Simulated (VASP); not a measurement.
Write the native input for VASP 6.6.1 that does the following.

| Property | Result |
| --- | --- |
| Task | core levels |
| Functional | LDA |
| Potentials or basis | VASP PAW LDA potentials, release 64 (In_d, As) |
| Cutoff | 520 eV |
| k mesh | 8 × 8 × 8 |
| Occupations | gaussian, width 0.02 eV |
| Spin | no spin polarisation |
| Further INCAR settings | ALGO = Normal; EDIFF = 1e-07 |

The structure of InAs lies in POSCAR:

```
InAs
1.0
    0.0000000000      2.8773040000      2.8773040000
    2.8773040000      0.0000000000      2.8773040000
    2.8773040000      2.8773040000      0.0000000000
In As
1 1
Direct
    0.5000000000      0.5000000000      0.5000000000
    0.0000000000      0.0000000000      0.0000000000
```

Measurements of this composition are mostly on another form, of space group No. 216.

These files were run (other wordings do the same):

INCAR

```
SYSTEM = InAs
ALGO = Normal ; EDIFF = 1E-7
ENCUT = 520 ; ICORELEVEL = 1
ISIF = 2 ; ISMEAR = 0
LASPH = .True. ; LCHARG = .False.
LREAL = .False. ; LWAVE = .False.
NELM = 100 ; PREC = Accurate
SIGMA = 0.02
```

KPOINTS

```
k-points
0
Gamma
  8 8 8
  0 0 0
```

Potentials or basis: VASP PAW LDA potentials, release 64 (In_d, As).

Launch:

```sh
$ cat potpaw_LDA.64/In_d/POTCAR potpaw_LDA.64/As/POTCAR > POTCAR
$ mpirun -np 1 vasp_std > vasp.out
```

It gave:

| Quantity | Value |
| --- | --- |
| Pressure | -5.0 GPa |
| Band gap on the k mesh | none (metal or under the smearing width) |

Wall time 16 s on 1 thread of Intel(R) Xeon(R) Platinum 8488C (Sapphire Rapids), on a shared host, peak memory 0.15 GiB.
